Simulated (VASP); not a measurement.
A run of VASP 6.6.1:

File INCAR:

```
ALGO = Fast ; EDIFF = 1E-8
ENCUT = 600 ; GGA = PS
ISIF = 2 ; ISMEAR = 0
LASPH = True ; LCHARG = False
LEPSILON = True ; LREAL = False
LWAVE = False ; NELM = 80
PREC = Accurate ; SIGMA = 0.03
```

The input KPOINTS:

```
k-points
0
Monkhorst-Pack
  12 12 12
```

Contents of POSCAR:

```
PbSe                                    
1.0
    0.0000000000      3.0519897379      3.0519897379
    3.0519897379      0.0000000000      3.0519897379
    3.0519897379      3.0519897379      0.0000000000
  Pb              Se            
     1     1
Direct
     0.0000000000000000    0.0000000000000000    0.0000000000000000
     0.5000000000000000    0.5000000000000000    0.5000000000000000
```

Potentials or basis: VASP PAW PBE potentials, release 64 (Pb_d, Se).

Launch:

```console
$ cat potpaw_PBE.64/Pb_d/POTCAR potpaw_PBE.64/Se/POTCAR > POTCAR
$ mpirun -np 1 vasp_std > vasp.out
```

Hardware: 1 thread of Intel(R) Xeon(R) 6975P-C (Granite Rapids), on a shared host.

Estimate the wall time of this run.

Wall time 18 min on 1 thread of Intel(R) Xeon(R) 6975P-C (Granite Rapids) (shared host), peak memory 1.2 GiB. Counts: scf iterations 145, k points 182.
